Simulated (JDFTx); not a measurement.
InP in JDFTx: convergence with k mesh

Input of the first run (k mesh 1 × 1 × 1); the others differ in this setting and in those tied to it:

Contents of InP.in:

```
lattice \
    0.0000000000     5.5378424082     5.5378424082 \
    5.5378424082     0.0000000000     5.5378424082 \
    5.5378424082     5.5378424082     0.0000000000
coords-type Lattice
ion In     0.0000000000     0.0000000000     0.0000000000 1
ion P      0.7500000000     0.7500000000     0.7500000000 1

ion-species pseudo/In.upf
ion-species pseudo/P.upf
elec-cutoff 41 328
elec-ex-corr gga-PBE
kpoint-folding 1 1 1
elec-smearing Fermi 0.0018374661
elec-n-bands 19
electronic-SCF nIterations 100 energyDiffThreshold 1e-09
electronic-minimize nIterations 30 energyDiffThreshold 1e-7
converge-empty-states yes
forces-output-coords Cartesian

dump-name run.$VAR
dump End Ecomponents EigStats BandEigs Kpoints Forces Stress
```

Potentials or basis: PseudoDojo-SR-PBE-0.5-stringent.

Launch:

```console
$ jdftx -c 1 -i InP.in -o InP.out
```

Hardware: 1 thread of Arm Neoverse V1 (shared host).

Question: The values tried are 1 × 1 × 1, 2 × 2 × 2, 3 × 3 × 3, 4 × 4 × 4, 5 × 5 × 5, 6 × 6 × 6, 8 × 8 × 8, 10 × 10 × 10, loosest first. From which on does the pressure stay within 0.1 GPa of the tightest run that finished?

Answer: From 5 × 5 × 5 on.

```csv
k mesh,"energy less the tightest run, at zero smearing (meV/atom)",pressure (GPa),gap on the mesh (eV),SCF cycles,CPU time (s),peak memory (GiB)
1 × 1 × 1,7535.64,45.96,-,15,11,0.12
2 × 2 × 2,911.73,7.43,0.607,12,18,0.12
3 × 3 × 3,199.65,4.21,0.675,12,22,0.13
4 × 4 × 4,55.28,3.55,0.697,12,42,0.13
5 × 5 × 5,17.63,3.38,0.705,12,50,0.13
6 × 6 × 6,6.20,3.35,0.708,12,78,0.14
8 × 8 × 8,0.85,3.35,0.710,12,140,0.16
10 × 10 × 10,0.00,3.35,0.710,12,220,0.23
```

Against the tightest run, the energy stays within 1 meV/atom from 8 × 8 × 8 on; the gap on the mesh stays within 0.01 eV from 5 × 5 × 5 on. Meshes of other sizes hit other points, so gaps and Fermi surfaces needn't settle smoothly. The tightest run that finished is the yardstick and may itself not be fully converged.

Caveat, for the tightest run too: spin-orbit coupling is left out, which moves the levels of the heavy elements.
